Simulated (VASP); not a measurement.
# BeS in VASP: relaxing the cell with several functionals, part 2 of 2

VASP 6.6.1, plane waves, PAW. The steps go on from the part before.

### Step 4. Relaxation with LDA

INCAR

```
ENCUT = 600.000000
SIGMA = 0.020000
EDIFF = 1.00e-07
EDIFFG = -5.00e-03
GGA = CA
PREC = Accurate
IBRION = 2
ISIF = 3
ISMEAR = -1
NBANDS = 11
NELM = 120
NSW = 40
LASPH = .TRUE.
LCHARG = .FALSE.
LWAVE = .FALSE.
LREAL = .FALSE.
```

KPOINTS

```
KPOINTS created by Atomic Simulation Environment
0
Gamma
8 8 8
0 0 0
```

POSCAR

```
Be S
 1.0000000000000000
     0.0000000000000000    2.4380109254056528    2.4380109254056528
     2.4380109254056528    0.0000000000000000    2.4380109254056528
     2.4380109254056528    2.4380109254056528    0.0000000000000000
 Be  S
   1   1
Cartesian
  0.0000000000000000  0.0000000000000000  0.0000000000000000
  1.2190054627028266  1.2190054627028266  1.2190054627028266
```

Potentials: the recommended LDA PAW datasets, 8 valence electrons in the neutral cell.

On the command line:

```bash
$ mpirun -np 1 vasp_std
```

The first run moved the cell so far that it was started again from its end, on a fresh basis. The second run's POSCAR:

```
Be S
 1.0000000000000000
    -0.0000000000000000    2.3986284805632199    2.3986284805632199
     2.3986284805632199   -0.0000000000000000    2.3986284805632199
     2.3986284805632199    2.3986284805632199    0.0000000000000000
 Be  S
   1   1
Cartesian
  0.0000000000000000  0.0000000000000000  0.0000000000000000
  1.1993142402816099  1.1993142402816099  1.1993142402816099
```

The files below are the second run's.

Printed to the terminal (iteration lines stand in OSZICAR):

```text
POSCAR found type information on POSCAR BeS
 POSCAR found :  2 types and       2 ions
 LDA part: xc-table for (Slater(with rela. corr.)+CA(PZ))
 , standard interpolation
 POSCAR, INCAR and KPOINTS ok, starting setup
 FFT: planning ... GRIDC
 FFT: planning ... GRID_SOFT
 FFT: planning ... GRID
 WAVECAR not read
 WARNING: random wavefunctions but no delay for mixing, default for NELMDL
 entering main loop
 curvature:   0.00 expect dE= 0.000E+00 dE for cont linesearch  0.000E+00
 search vector abs. value=  0.124E-06
 reached required accuracy - stopping structural energy minimisation
```

OSZICAR:

```text
N       E                     dE             d eps       ncg     rms          rms(c)
DAV:   1     0.195051516392E+02    0.19505E+02   -0.41779E+03   638   0.709E+02
DAV:   2    -0.102349820260E+02   -0.29740E+02   -0.28611E+02   840   0.114E+02
DAV:   3    -0.113987763574E+02   -0.11638E+01   -0.11618E+01   818   0.234E+01
DAV:   4    -0.114052888040E+02   -0.65124E-02   -0.65115E-02   772   0.197E+00
DAV:   5    -0.114053372582E+02   -0.48454E-04   -0.48454E-04   828   0.170E-01    0.598E+00
DAV:   6    -0.112162450094E+02    0.18909E+00   -0.13091E-01   748   0.167E+00    0.393E+00
DAV:   7    -0.111428971109E+02    0.73348E-01   -0.15707E-01   770   0.188E+00    0.803E-01
DAV:   8    -0.111426533508E+02    0.24376E-03   -0.67674E-03   760   0.468E-01    0.175E-01
DAV:   9    -0.111426126764E+02    0.40674E-04   -0.26559E-04   786   0.106E-01    0.664E-02
DAV:  10    -0.111426113932E+02    0.12831E-05   -0.25176E-05   766   0.237E-02    0.174E-02
DAV:  11    -0.111426125457E+02   -0.11525E-05   -0.33713E-06   746   0.108E-02    0.747E-03
DAV:  12    -0.111426125397E+02    0.59984E-08   -0.77529E-08   559   0.200E-03
   1 F= -.11142613E+02 E0= -.11142613E+02  d E =-.111426E+02
```

From OUTCAR:

```text
k-points           NKPTS =     29   k-points in BZ     NKDIM =     29   number of bands    NBANDS=     11

   NELECT =       8.0000    total number of electrons

   dimension x,y,z NGX =    28 NGY =   28 NGZ =   28
   dimension x,y,z NGXF=    56 NGYF=   56 NGZF=   56

  energy-cutoff  :      600.00
  volume of cell :       27.60
      direct lattice vectors                 reciprocal lattice vectors
     0.000000000  2.398628481  2.398628481    -0.208452457  0.208452457  0.208452457
     2.398628481  0.000000000  2.398628481     0.208452457 -0.208452457  0.208452457
     2.398628481  2.398628481  0.000000000     0.208452457  0.208452457 -0.208452457

 k-points in reciprocal lattice and weights: KPOINTS created by Atomic Simulation Env
   0.00000000  0.00000000  0.00000000       0.002
   0.12500000  0.00000000  0.00000000       0.016
   0.25000000  0.00000000  0.00000000       0.016
   0.37500000  0.00000000  0.00000000       0.016
   0.50000000  0.00000000  0.00000000       0.008
   0.12500000  0.12500000  0.00000000       0.012
   0.25000000  0.12500000  0.00000000       0.047
   0.37500000  0.12500000  0.00000000       0.047
[... 21 more k-points ...]

 E-fermi :   4.8397

 k-point     1 :       0.0000    0.0000    0.0000
  band No.  band energies     occupation
      1      -9.5051      2.00000
      2       4.3746      2.00000
      3       4.3746      2.00000
      4       4.3746      2.00000
      5       9.9029      0.00000
      6       9.9029      0.00000
      7       9.9029      0.00000
      8      10.3305      0.00000
      9      17.2533      0.00000
     10      17.2533      0.00000
     11      19.2376      0.00000

 k-point     2 :       0.1250    0.0000    0.0000
  band No.  band energies     occupation
      1      -9.3187      2.00000
      2       3.1163      2.00000
      3       4.1605      2.00000
      4       4.1605      2.00000
      5       9.8908      0.00000
      6      10.2773      0.00000
      7      10.2773      0.00000
      8      11.6182      0.00000
      9      16.4998      0.00000
     10      16.4998      0.00000
     11      18.9563      0.00000

 k-point     3 :       0.2500    0.0000    0.0000
  band No.  band energies     occupation
      1      -8.8020      2.00000
      2       0.9242      2.00000
      3       3.7392      2.00000
      4       3.7393      2.00000
      5       9.8854      0.00000
      6      10.8379      0.00000
      7      10.8379      0.00000
      8      13.7177      0.00000
      9      16.2389      0.00000
     10      16.2389      0.00000
     11      18.5076      0.00000

 k-point     4 :       0.3750    0.0000    0.0000
  band No.  band energies     occupation
      1      -8.1360      2.00000
      2      -0.9187      2.00000
      3       3.4038      2.00000
      4       3.4038      2.00000
      5       9.8676      0.00000
      6      10.8890      0.00000
      7      10.8890      0.00000
      8      15.0926      0.00000
      9      17.6463      0.00000
     10      17.6463      0.00000
     11      18.8097      0.00000

 k-point     5 :       0.5000    0.0000    0.0000
  band No.  band energies     occupation
      1      -7.7821      2.00000
      2      -1.6837      2.00000
      3       3.2821      2.00000
      4       3.2821      2.00000
      5       9.8560      0.00000
      6      10.8037      0.00000
      7      10.8037      0.00000
      8      15.4435      0.00000
      9      19.4194      0.00000
     10      19.4194      0.00000
     11      19.5730      0.00000

 k-point     6 :       0.1250    0.1250    0.0000
  band No.  band energies     occupation
      1      -9.2566      2.00000
      2       3.3850      2.00000
      3       3.7411      2.00000
      4       3.7411      2.00000
      5       9.4265      0.00000
      6      10.9073      0.00000
      7      10.9073      0.00000
      8      11.4704      0.00000
      9      15.1940      0.00000
     10      17.5988      0.00000
     11      19.7881      0.00000

[... the tables of k-points 7 to 29 left out ...]

  Total        0.0013071      0.0013071      0.0013071     -0.0000000     -0.0000000     -0.0000000
  in kB        0.0758753      0.0758753      0.0758753     -0.0000000     -0.0000000     -0.0000000
  external PRESSURE =       0.0758753 kB  Pullay stress =       0.0000000 kB

 POSITION                                       TOTAL-FORCE (eV/Angst)
 -----------------------------------------------------------------------------------
      0.00000      0.00000      0.00000        -0.000000     -0.000000     -0.000000
      1.19931      1.19931      1.19931         0.000000      0.000000      0.000000
 -----------------------------------------------------------------------------------
    total drift:                                0.000000      0.000000      0.000000

  FREE ENERGIE OF THE ION-ELECTRON SYSTEM (eV)
  ---------------------------------------------------
  free  energy   TOTEN  =       -11.1426125397 eV

  energy  without entropy=      -11.1426125397  energy(sigma->0) =      -11.14261254
```

CONTCAR

```
Be S
   1.00000000000000
     0.0000000000000000    2.3986284805632199    2.3986284805632199
     2.3986284805632199    0.0000000000000000    2.3986284805632199
     2.3986284805632199    2.3986284805632199    0.0000000000000000
  Be              S
     1     1
Direct
     0.0000000000000000    0.0000000000000000    0.0000000000000000
     0.2500000000000000    0.2500000000000000    0.2500000000000000

  0.00000000E+00  0.00000000E+00  0.00000000E+00
  0.00000000E+00  0.00000000E+00  0.00000000E+00
```

Hardware: 1 MPI rank of Intel Xeon 6975P-C, shared host.

|  | before | after | change |
| --- | --- | --- | --- |
| a (Å) | 4.876 | 4.797 | -1.62 % |
| volume (Å³/atom) | 14.491 | 13.800 | -4.77 % |
| shortest distance (Å) | 2.111 | 2.077 | -1.62 % |
| space group | F-43m | F-43m | same |

### Step 5. What came out

This closing draws on all 2 parts.

| level | a (Å) | volume (Å³/atom) | space group | Ansatz: volume (Å³/atom) |
| --- | --- | --- | --- | --- |
| r2SCAN | 4.873 | 14.464 | F-43m | 14.425 |
| PBEsol | 4.841 | 14.182 | F-43m | 14.151 |
| LDA | 4.797 | 13.800 | F-43m | 13.793 |

What this shows: The r2SCAN run changed the volume by -0.2 % from its own start of 14.49 Å³/atom. LDA gives the smallest cell and r2SCAN the largest, 4.8 % apart in volume. A measured a is 4.865 Å (300 K; a printed reference work, data compilation); the misses are r2SCAN +0.2 %, PBEsol -0.5 %, LDA -1.4 %. The two programs differ by at most 0.26 % in volume, much less than the spread of the functionals. Each program uses its own PAW datasets and cutoff. LDA means the Perdew–Zunger form in VASP and the Perdew–Wang form in Ansatz.
